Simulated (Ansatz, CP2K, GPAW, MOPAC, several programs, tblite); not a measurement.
**What each method gives for CaSe (Fm-3m)**

CaSe (started from an entry of an open crystallographic database), relaxed with r2SCAN in Ansatz, was computed with several methods. Space group Fm-3m (No. 225), cubic; conventional cell a = 5.935 Å, 26.13 Å³ an atom. Ca has 6 Se at 2.97 Å; Se has 6 Ca at 2.97 Å. Spin-unpolarised throughout; all numbers are computed.

```
Ca Se
1.0
     0.00000    2.96753    2.96753
     2.96753    0.00000    2.96753
     2.96753    2.96753    0.00000
Ca Se
1 1
Direct
  0.00000 0.00000 0.00000
  0.50000 0.50000 0.50000
```

Gaps and times are for a single point on this cell; volume and bulk modulus come from each method's own relaxation or energy curve at fixed shape. Times are rough, from shared hosts (Arm Neoverse V1), and each method has its own mesh and cell size. A dagger marks a closed or tiny gap in a crystal that DFT finds insulating: a failure of the method or a wrong SCF state. PM7 (MOPAC): levels, charges or heat of formation failed a check of plausibility, so no values are given. The energy curve of GFN2-xTB (tblite) is jagged, so its SCF state, and with it the gap, is in doubt. PM6 (MOPAC), PM7 (MOPAC), GFN1-xTB (tblite), GFN2-xTB (tblite) treat a cluster of cells at its zone centre, which samples few k points: where these miss a band edge, the gap comes out too large for that reason alone. Gaps from k meshes are read at a limited set of points (mesh, symmetry points, PBE's band edges), so each method's own least gap may be somewhat smaller. xTB and the PM methods were fitted mostly to molecules, and can miss a solid's gap by electronvolts. Minimal bases can be far off for gaps. GLLB-SC's gap includes the derivative discontinuity. d marks a direct gap, i an indirect one (no mark: not told apart), a dash a value that wasn't computed or didn't pass its checks.

```tsv
method	kind	gap (eV)	own volume (Å³/atom)	bulk modulus (GPa)	atoms computed	processor time
light PBE (260 eV and a coarse mesh)	light plane-wave	2.09 i	–	–	2	0.8 s
PM6 (MOPAC)	semi-empirical	0.97	–	–	64	1.9 s
PM7 (MOPAC)	semi-empirical	–	–	–	64	2.2 s
PBE	semilocal	2.06 i	26.45	48	2	2.4 s
GFN1-xTB (tblite)	tight binding	0.00†	–	–	64	5.5 s
PBE/SZV (CP2K)	small basis	2.21 d	–	–	2	5.8 s
r2SCAN	semilocal	2.52 i	26.13	52	2	6.5 s
GFN2-xTB (tblite)	tight binding	2.06	–	–	64	7.1 s
GLLB-SC (GPAW)	model potential	4.13	–	–	2	10 s
PBE/single zeta (GPAW)	small basis	2.51 i	–	–	2	11 s
PBE/DZVP (CP2K)	small basis	2.09 i	26.81	48	2	12 s
```

Against r2SCAN (2.52 eV) and with closed or daggered gaps left aside, the nearest gap at the points sampled is that of PBE/single zeta (GPAW) (-0.01 eV) and the farthest that of GLLB-SC (GPAW) (+1.61 eV). r2SCAN is only a yardstick of convenience: semilocal gaps usually lie below measured ones, which GLLB-SC and hybrids aim to mend.

Volumes against r2SCAN's: PBE +1.2 %, PBE/DZVP (CP2K) +2.6 %.

Spin-orbit coupling is left out.
